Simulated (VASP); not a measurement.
## A VASP 6.6.1 single-point calculation on BN

INCAR

```
SIGMA = 0.5
PREC = Accurate
NELM = 120
EDIFF = 1E-7
LWAVE = .FALSE.
ENCUT = 520
LASPH = .TRUE.
LREAL = .FALSE.
NBANDS = 11
ISMEAR = 2
IBRION = -1
ISIF = 2
LCHARG = .FALSE.
NSW = 0
GGA = PE
```

KPOINTS

```
KPOINTS created by Atomic Simulation Environment
0
Gamma
12 12 12
0 0 0
```

POSCAR

```
B  N
 1.0000000000000000
    -0.0218228242000000    1.7458259350000001    1.7458259350000001
     1.7458259350000001   -0.0218228242000000    1.7458259350000001
     1.7240031108000000    1.7240031108000000    0.0000000000000000
 B   N
   1   1
Cartesian
  0.0000000000000000  0.0000000000000000  0.0000000000000000
  1.7240031107999996  1.7240031107999996  1.7458259350000001
```

The recommended PBE PAW datasets give the neutral cell 8 valence electrons.

Command

```
mpirun -np 1 vasp_std
```

OSZICAR

```
N       E                     dE             d eps       ncg     rms          rms(c)
DAV:   1     0.117727778908E+02    0.11773E+02   -0.50796E+03  6371   0.737E+02
DAV:   2    -0.142583112008E+02   -0.26031E+02   -0.24760E+02  7241   0.157E+02
DAV:   3    -0.147559251162E+02   -0.49761E+00   -0.49621E+00  7330   0.181E+01
DAV:   4    -0.147563914737E+02   -0.46636E-03   -0.46635E-03  6817   0.602E-01
DAV:   5    -0.147563916925E+02   -0.21877E-06   -0.21835E-06  7219   0.137E-02    0.631E+00
DAV:   6    -0.139201077287E+02    0.83628E+00   -0.42084E+00  6784   0.106E+01    0.238E+00
DAV:   7    -0.139268700030E+02   -0.67623E-02   -0.78827E-02  6838   0.240E+00    0.158E+00
DAV:   8    -0.139312011521E+02   -0.43311E-02   -0.71971E-03  6535   0.635E-01    0.305E-01
DAV:   9    -0.139309578333E+02    0.24332E-03   -0.11041E-03  6755   0.176E-01    0.832E-02
DAV:  10    -0.139309656642E+02   -0.78309E-05   -0.39262E-05  6907   0.479E-02    0.441E-03
DAV:  11    -0.139309661978E+02   -0.53355E-06   -0.64243E-07  6991   0.611E-03    0.340E-03
DAV:  12    -0.139309662092E+02   -0.11440E-07   -0.33012E-08  4198   0.171E-03
   1 F= -.13930966E+02 E0= -.13931216E+02  d E =0.998621E-03
```

From OUTCAR

```
k-points           NKPTS =    280   k-points in BZ     NKDIM =    280   number of bands    NBANDS=     11

   NELECT =       8.0000    total number of electrons

   dimension x,y,z NGX =    18 NGY =   18 NGZ =   18
   dimension x,y,z NGXF=    36 NGYF=   36 NGZF=   36

  energy-cutoff  :      520.00
  volume of cell :       10.64
      direct lattice vectors                 reciprocal lattice vectors
    -0.021822824  1.745825935  1.745825935    -0.282861625  0.282861625  0.286397395
     1.745825935 -0.021822824  1.745825935     0.282861625 -0.282861625  0.286397395
     1.724003111  1.724003111  0.000000000     0.290022679  0.290022679 -0.286397395

 k-points in reciprocal lattice and weights: KPOINTS created by Atomic Simulation Env
   0.00000000  0.00000000  0.00000000       0.001
   0.08333333 -0.00000000  0.00000000       0.002
   0.16666667 -0.00000000  0.00000000       0.002
   0.25000000 -0.00000000  0.00000000       0.002
   0.33333333 -0.00000000  0.00000000       0.002
   0.41666667 -0.00000000  0.00000000       0.002
   0.50000000 -0.00000000  0.00000000       0.001
   0.08333333  0.08333333  0.00000000       0.001
   ...

 E-fermi :  10.6539

 k-point     1 :       0.0000    0.0000    0.0000
  band No.  band energies     occupation
      1     -12.1038      2.00000
      2       9.2334      1.99880
      3       9.5208      1.99250
      4       9.8293      2.00422
      5      19.5971      0.00000
      6      22.4196      0.00000
      7      22.4944      0.00000
      8      22.5980      0.00000
      9      28.4616      0.00000
     10      29.0420      0.00000
     11      29.5512      0.00000

 k-point     2 :       0.0833   -0.0000    0.0000
  band No.  band energies     occupation
      1     -11.9118      2.00000
      2       8.4631      2.00000
      3       9.4327      1.99509
      4       9.8112      2.00115
      5      19.8677      0.00000
      6      21.7903      0.00000
      7      21.8634      0.00000
      8      22.4086      0.00000
      9      28.1811      0.00000
     10      29.3438      0.00000
     11      30.0381      0.00000

 k-point     3 :       0.1667   -0.0000    0.0000
  band No.  band energies     occupation
      1     -11.3407      2.00000
      2       6.3793      2.00000
      3       9.4191      1.99546
      4       9.7787      1.99675
      5      19.8841      0.00000
      6      20.3289      0.00000
      7      20.3758      0.00000
      8      22.4928      0.00000
      9      28.0570      0.00000
     10      30.6696      0.00000
     11      31.4232      0.00000

 k-point     4 :       0.2500   -0.0000    0.0000
  band No.  band energies     occupation
      1     -10.4089      2.00000
      2       3.7567      2.00000
      3       9.4634      1.99421
      4       9.7779      1.99665
      5      18.5829      0.00000
      6      18.6785      0.00000
      7      19.3019      0.00000
      8      23.1629      0.00000
      9      28.7917      0.00000
     10      32.7972      0.00000
     11      33.5915      0.00000

 k-point     5 :       0.3333   -0.0000    0.0000
  band No.  band energies     occupation
      1      -9.1684      2.00000
      2       1.0950      2.00000
      3       9.5774      1.99098
      4       9.8374      2.00575
      5      17.0865      0.00000
      6      17.2353      0.00000
      7      18.5799      0.00000
      8      23.7686      0.00000
      9      30.2623      0.00000
     10      35.5921      0.00000
     11      36.4324      0.00000

 ...

  Total        0.2806555      0.2806555      0.2431662      1.0309729      0.0000000      0.0000000
  in kB       42.2590033     42.2590033     36.6141401    155.2361495      0.0000000      0.0000000
  external PRESSURE =      40.3773822 kB  Pullay stress =       0.0000000 kB

 POSITION                                       TOTAL-FORCE (eV/Angst)
 -----------------------------------------------------------------------------------
      0.00000      0.00000      0.00000        -0.000000     -0.000000      0.000000
      1.72400      1.72400      1.74583         0.000000      0.000000     -0.000000
 -----------------------------------------------------------------------------------
    total drift:                               -0.000000     -0.000000     -0.000000

  FREE ENERGIE OF THE ION-ELECTRON SYSTEM (eV)
  ---------------------------------------------------
  free  energy   TOTEN  =       -13.9309662092 eV

  energy  without entropy=      -13.9319648300  energy(sigma->0) =      -13.93121586
```

It converged. Results: gap between bands v and c on the k mesh 0.95 eV; least direct gap on the k mesh 5.63 eV; pressure 4.0 GPa. Band v is the last that the valence electrons fill when counted band by band, and c is the next.

For comparison, a separate PBE run of the intended cell, on usual settings and not on those above, gives a gap of 0.94 eV on its mesh and a pressure of 4.1 GPa.

The run above took about 23 s on one core of a shared host (Intel Xeon Platinum 8488C) and held 0.14 GiB at most.
